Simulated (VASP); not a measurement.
# Sr (Im-3m) in VASP: elastic constants with PBE

Aim: the elastic constants of Sr with PBE.

Program: VASP 6.6.1. These are calculated values, not measurements. Logs are shortened: lines on timing, memory, paths and dates and some standing lists are left out, and cuts for length are marked.

## 1. Starting point

It takes space group Im-3m (No. 229, cubic). Conventional cell: a = 4.750 Å, b = 4.750 Å, c = 4.750 Å, α = 90.00°, β = 90.00°, γ = 90.00°. Sr (site symmetry m-3m) has 8 Sr at 4.11 Å as nearest neighbours.

This isn't the form of Sr at room conditions, which is fcc.

## 2. Elastic constants, PBE

Contents of INCAR:

```
SYSTEM = Sr
PREC = Accurate
ENCUT = 600
EDIFF = 1E-8
ISMEAR = 1
SIGMA = 0.05
LREAL = .FALSE.
LASPH = .TRUE.
NELM = 100
ALGO = Fast
ISIF = 3
LWAVE = .FALSE.
LCHARG = .FALSE.
GGA = PE
IBRION = 6
NFREE = 2
POTIM = 0.015
NSW = 1
```

Contents of KPOINTS:

```
regular mesh
0
G
  7 7 7
  0 0 0
```

Contents of POSCAR:

```
Sr
1.0
    4.1138566482     -0.0000000228     -0.0000000395
   -1.3712855279      3.8785812513     -0.0000000395
   -1.3712855279     -1.9392905687      3.3589499271
Sr
1
Direct
    0.0000000000      0.0000000000      0.0000000000
```

Potentials or basis: VASP PAW PBE potentials, release 64 (Sr_sv).

Command:

```console
cat potpaw_PBE.64/Sr_sv/POTCAR > POTCAR
mpirun -np 1 vasp_std > vasp.out
```

OUTCAR:

```text
SYSTEM = Sr
   PREC = Accurate
   ENCUT = 600
   EDIFF = 1E-8
   ISMEAR = 1
   LREAL = .FALSE.
   LASPH = .TRUE.
   NELM = 100
   ISIF = 3
   GGA = PE
   IBRION = 6
   NFREE = 2
   POTIM = 0.015
   NSW = 1

 ion  position               nearest neighbor table
   1  0.000  0.000  0.000-

  LATTYP: Found a body centered cubic cell.
 ALAT       =     4.7502724864

  Lattice vectors:

 A1 = (   4.1138566482,  -0.0000000228,  -0.0000000395)
 A2 = (  -1.3712855279,   3.8785812513,  -0.0000000395)
 A3 = (  -1.3712855279,  -1.9392905687,   3.3589499271)

Analysis of symmetry for initial positions (statically):
=====================================================================
 Subroutine PRICEL returns:
 Original cell was already a primitive cell.

 Routine SETGRP: Setting up the symmetry group for a
 body centered cubic supercell.

 Subroutine GETGRP returns: Found 48 space group operations
 (whereof 48 operations were pure point group operations)
 out of a pool of 48 trial point group operations.

The static configuration has the point symmetry O_h .

Analysis of symmetry for dynamics (positions and initial velocities):
=====================================================================
 Subroutine PRICEL returns:
 Original cell was already a primitive cell.

 Routine SETGRP: Setting up the symmetry group for a
 body centered cubic supercell.

 Subroutine GETGRP returns: Found 48 space group operations
 (whereof 48 operations were pure point group operations)
 out of a pool of 48 trial point group operations.

The dynamic configuration has the point symmetry O_h .

 Subroutine INISYM returns: Found 48 space group operations
 (whereof 48 operations are pure point group operations),
 and found     1 'primitive' translations

----------------------------------------------------------------------------------------

                                     Primitive cell

  volume of cell :      53.5952

  direct lattice vectors                    reciprocal lattice vectors
     4.113856648 -0.000000023 -0.000000040     0.243080908  0.085942079  0.148856043
    -1.371285528  3.878581251 -0.000000040     0.000000003  0.257826237  0.148856043
    -1.371285528 -1.939290569  3.358949927     0.000000003  0.000000004  0.297712093

  length of vectors
     4.113856648  4.113856648  4.113856648     0.297712093  0.297712093  0.297712093

  position of ions in fractional coordinates (direct lattice)
     0.000000000  0.000000000  0.000000000

  ion indices of the primitive-cell ions
   primitive index   ion index
                 1           1

----------------------------------------------------------------------------------------

 KPOINTS: regular mesh

Automatic generation of k-mesh.
 Grid dimensions read from file:
 generate k-points for:    7    7    7

 Generating k-lattice:

  Cartesian coordinates                     Fractional coordinates (reciprocal lattice)
     0.034725844  0.012277440  0.021265149     0.142857143 -0.000000000  0.000000000
     0.000000000  0.036832320  0.021265149     0.000000000  0.142857143  0.000000000
     0.000000000  0.000000001  0.042530299     0.000000000  0.000000000  0.142857143

  Length of vectors
     0.042530299  0.042530299  0.042530299

  Shift w.r.t. Gamma in fractional coordinates (k-lattice)
     0.000000000  0.000000000  0.000000000

 Subroutine IBZKPT returns following result:
 ===========================================

 Found     20 irreducible k-points:

 Following reciprocal coordinates:
            Coordinates               Weight
  0.000000  0.000000  0.000000      1.000000
  0.142857 -0.000000 -0.000000     12.000000
  0.285714 -0.000000  0.000000     12.000000
  0.428571 -0.000000 -0.000000     12.000000
  0.142857  0.142857 -0.000000     24.000000
  0.285714  0.142857  0.000000     48.000000
[... 12 lines left out ...]
 -0.428571 -0.428571  0.285714      8.000000
 -0.428571  0.428571  0.428571      6.000000
   k-points           NKPTS =     20   k-points in BZ     NKDIM =     20   number of bands    NBANDS=      9
   number of dos      NEDOS =    301   number of ions     NIONS =      1
   total plane-waves  NPLWV =  46656
   dimension x,y,z NGX =    36 NGY =   36 NGZ =   36
   dimension x,y,z NGXF=    72 NGYF=   72 NGZF=   72
   ions per type =               1
   NGX,Y,Z   is equivalent  to a cutoff of  14.55, 14.55, 14.55 a.u.
   NGXF,Y,Z  is equivalent  to a cutoff of  29.10, 29.10, 29.10 a.u.
 SYSTEM =  Sr
   PREC   = accura    normal or accurate (medium, high low for compatibility)
   ISTART =      0    job   : 0-new  1-cont  2-samecut
   ICHARG =      2    charge: 1-file 2-atom 10-const
   ISPIN  =      1    spin polarized calculation?
   LNONCOLLINEAR =      F non collinear calculations
   LSORBIT =      F    spin-orbit coupling
   LASPH  =      T    aspherical Exc in radial PAW
   ENCUT  =  600.0 eV  44.10 Ry    6.64 a.u.   8.22  8.22  8.22*2*pi/ulx,y,z
   NELM   =    100;   NELMIN=  2; NELMDL= -5     # of ELM steps
   EDIFF  = 0.1E-07   stopping-criterion for ELM
   LREAL  =      F    real-space projection
   EDIFFG = 0.1E-06   stopping-criterion for IOM
   NSW    =     49    number of steps for IOM
   IBRION =      6    ionic relax: 0-MD 1-quasi-New 2-CG
   NFREE  =      2    steps in history (QN), initial steepest desc. (CG)
   ISIF   =      3    stress and relaxation
   ISYM   =      2    0-nonsym 1-usesym 2-fastsym
   POTIM  = 0.0150    time-step for ionic-motion
   TEBEG  =    0.0;   TEEND  =   0.0 temperature during run
   PSTRESS=    0.0 pullay stress
   NELECT =      10.0000    total number of electrons
   NUPDOWN=      -1.0000    fix difference up-down
   EMIN   =  10.00;   EMAX   =-10.00  energy-range for DOS
   EFERMI =   0.00;   METHOD = LEGACY
   ISMEAR =     1;   SIGMA  =   0.05  broadening in eV -4-tet -1-fermi 0-gaus
   EFERMI_NEDOS =   21; number of points for ismear=-14 and -15
   IALGO  =     68    algorithm
   IMIX   =      4    mixing-type and parameters
     AMIX     =   0.40;   BMIX     =  1.00
     AMIX_MAG =   1.60;   BMIX_MAG =  1.00
  volume/ion in A,a.u.               =      53.60       361.68
  Fermi-wavevector in a.u.,A,eV,Ry     =   0.935477  1.767795 11.906685  0.875117
  Thomas-Fermi vector in A             =   2.062388
   LORBIT       =      0    0 simple, 1 ext, 2 COOP (PROOUT), +10 PAW based schemes
   GGA     = PE    functional components
   LHFCALC =     F    Hartree Fock is set to
   AEXX    =    0.0000 exact exchange contribution
   IVDW    =     0    specifies the selected vdW correction
   LEPSILON=     F    determine dielectric tensor
   LRPA    =     F    only Hartree local field effects (RPA)
 finite differences with symmetry
 non-spin polarized calculation
 RMM-DIIS sequential band-by-band and
 Methfessel and Paxton  Order N= 1 SIGMA  =   0.05
  energy-cutoff  :      600.00
  volume of cell :       53.60
 maximum number of plane-waves:      1865
 NGX is ok and might be reduce to    36

--------------------------------------- Ionic step        1  -------------------------------------------

 number of electron      10.0000000 magnetization

 Free energy of the ion-electron system (eV)
  ---------------------------------------------------
  ext. energy  EPLUGINS =         0.00000000
  ---------------------------------------------------
  free energy    TOTEN  =        -1.63457500 eV

  energy without entropy =       -1.63411308  energy(sigma->0) =       -1.63442103

------------------------ aborting loop because EDIFF is reached ----------------------------------------

  FORCE on cell =-STRESS in cart. coord.  units (eV):
  Direction    XX          YY          ZZ          XY          YZ          ZX
  --------------------------------------------------------------------------------------
  -------------------------------------------------------------------------------------
  Total       -0.0016995     -0.0016995     -0.0016995     -0.0000000      0.0000000      0.0000000
  in kB       -0.0508056     -0.0508056     -0.0508056     -0.0000000      0.0000000      0.0000000
  external PRESSURE =      -0.0508056 kB  Pullay stress =       0.0000000 kB
[... 86 lines left out ...]
  FREE ENERGIE OF THE ION-ELECTRON SYSTEM (eV)
  ---------------------------------------------------
  free  energy   TOTEN  =        -1.6332887097 eV

  energy  without entropy=       -1.6329086573  energy(sigma->0) =       -1.63316203

[... ionic steps 4 to 12 ...]

--------------------------------------- Ionic step       13  -------------------------------------------

 number of electron      10.0000000 magnetization

------------------------ aborting loop because EDIFF is reached ----------------------------------------
[... 65 lines left out ...]
--------------------------------------- Ionic step       15  -------------------------------------------

 number of electron      10.0000000 magnetization

 Free energy of the ion-electron system (eV)
  ---------------------------------------------------
  ext. energy  EPLUGINS =         0.00000000
  ---------------------------------------------------
  free energy    TOTEN  =        -1.63457496 eV

  energy without entropy =       -1.63411304  energy(sigma->0) =       -1.63442099

 E-fermi :   1.6667     XC(G=0):  -7.4250

 val. band max:        1.6590630550   @ k =  -0.4286  -0.4286   0.2857
 cond. band min:       1.7739638451   @ k =  -0.4286  -0.4286   0.1429
 fundamental gap:      0.1149007901
 Fermi energy:         1.6667171833

 k-point     1 :       0.0000    0.0000    0.0000
  band No.  band energies     occupation
      1     -34.8859      2.00000
      2     -16.7676      2.00000
      3     -16.7676      2.00000
      4     -16.7676      2.00000
      5      -2.0044      2.00000
      6       4.0839      0.00000
      7       4.0839      0.00000
      8       4.0839      0.00000
      9       5.4319      0.00000
[... 254 lines left out ...]
  FREE ENERGIE OF THE ION-ELECTRON SYSTEM (eV)
  ---------------------------------------------------
  free  energy   TOTEN  =        -1.6345749642 eV

  energy  without entropy=       -1.6341130448  energy(sigma->0) =       -1.63442099

 INTERNAL STRAIN TENSORS FROM STRAINED CELLS
 ============================================

 INTERNAL STRAIN TENSOR FOR ION    1 for displacements in x,y,z  (eV/Angst):
          X           Y           Z          XY          YZ          ZX
  --------------------------------------------------------------------------------
  x     0.00000     0.00000    -0.00000     0.00000     0.00000    -0.00000
  y    -0.00000     0.00000     0.00000     0.00000     0.00000    -0.00000
  z     0.00000    -0.00000     0.00000     0.00000     0.00000     0.00000

 INTERNAL STRAIN TENSORS FROM DISPLACED ATOMS
 ============================================

 INTERNAL STRAIN TENSOR FOR ION    1 for displacements in x,y,z  (eV/Angst):
          X           Y           Z          XY          YZ          ZX
  --------------------------------------------------------------------------------
  x     0.00000     0.00000     0.00000     0.00000     0.00000     0.00000
  y     0.00000     0.00000     0.00000     0.00000     0.00000     0.00000
  z     0.00000     0.00000     0.00000     0.00000     0.00000     0.00000

 Eigenvectors and eigenvalues of the dynamical matrix
 ----------------------------------------------------

   1 f/i=    0.000000 THz     0.000000 2PiTHz    0.000000 cm-1     0.000000 meV
             X         Y         Z           dx          dy          dz
      0.000000  0.000000  0.000000     0.002752    0.302223    0.953233

   2 f/i=    0.000000 THz     0.000000 2PiTHz    0.000000 cm-1     0.000000 meV
             X         Y         Z           dx          dy          dz
      0.000000  0.000000  0.000000    -0.990910    0.129036   -0.038050

   3 f/i=    0.000000 THz     0.000000 2PiTHz    0.000000 cm-1     0.000000 meV
             X         Y         Z           dx          dy          dz
      0.000000  0.000000  0.000000    -0.134501   -0.944463    0.299831

--------------------------------------------------------------------------------------------------------

 ELASTIC MODULI CONTR FROM IONIC RELAXATION (kBar)
 Direction    XX          YY          ZZ          XY          YZ          ZX
 --------------------------------------------------------------------------------
 XX           0.0000      0.0000      0.0000      0.0000      0.0000      0.0000
 YY           0.0000      0.0000      0.0000      0.0000      0.0000      0.0000
 ZZ           0.0000      0.0000      0.0000      0.0000      0.0000      0.0000
 XY           0.0000      0.0000      0.0000      0.0000      0.0000      0.0000
 YZ           0.0000      0.0000      0.0000      0.0000      0.0000      0.0000
 ZX           0.0000      0.0000      0.0000      0.0000      0.0000      0.0000
 --------------------------------------------------------------------------------

 TOTAL ELASTIC MODULI (kBar)
 Direction    XX          YY          ZZ          XY          YZ          ZX
 --------------------------------------------------------------------------------
 XX         340.7472     25.2569     25.2569     -0.0000      0.0000     -0.0000
 YY          25.2569    283.3591     82.6449    -81.1590      0.0000      0.0000
 ZZ          25.2569     82.6449    283.3591     81.1590     -0.0000     -0.0000
 XY          -0.0000    -81.1590     81.1590     42.9690      0.0000      0.0000
 YZ           0.0000      0.0000     -0.0000      0.0000    100.3571     81.1590
 ZX          -0.0000      0.0000     -0.0000      0.0000     81.1590     42.9690
 --------------------------------------------------------------------------------
```

Run time: 15 min. Hardware: 1 thread of Intel Xeon Platinum 8375C at 2.90GHz (Ice Lake), shared host; peak memory 0.43 GiB.

Results:

```yaml
Voigt_bulk_modulus: 13 GPa
```

Elastic tensor in Voigt notation (GPa, in the Cartesian axes of the cell as first typed):
```
34  3  3  0  0  0
 3 28  8  0  0 -8
 3  8 28  0  0  8
 0  0  0 10  8  0
 0  0  0  8  4  0
 0 -8  8  0  0  4
```

Clamped-ion elastic tensor (GPa):
```
34  3  3  0  0  0
 3 28  8  0  0 -8
 3  8 28  0  0  8
 0  0  0 10  8  0
 0  0  0  8  4  0
 0 -8  8  0  0  4
```

Caveat: the elastic tensor has a negative eigenvalue, so either the cell is unstable as it stands or the mesh is too thin.
